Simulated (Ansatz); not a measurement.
MgS:

```xyz
2
Lattice="0.0000 2.8331 2.8331 2.8331 0.0000 2.8331 2.8331 2.8331 0.0000" Properties=species:S:1:pos:R:3 pbc="T T T"
S     1.4166    1.4166    1.4166
Mg    0.0000    0.0000    0.0000
```

The cell comes from a database or a generator and needn't be the stable form of this composition.

Base run:

| Property | Result |
| --- | --- |
| Program | Ansatz 0.2.0 |
| Functional | PBEsol |
| Potentials or basis | all-electron LAPW, non-relativistic |
| Cutoff | 208 eV (chosen from the basis error) |
| Basis error allowed | 0.001 eV/atom |
| k mesh | 8 × 8 × 8 |
| Occupations | fermi-dirac, width 0.05 eV |
| Spin | no spin polarisation |

Its results: band gap on the k mesh 3.36 eV, direct; pressure -0.4 GPa.

Problem. The run is repeated on the same cell with these changes: potentials or basis from all-electron LAPW, non-relativistic to all-electron LAPW, scalar-relativistic. What comes out?

Solution. Band gap on the k mesh 3.28 eV, direct; pressure -0.5 GPa.
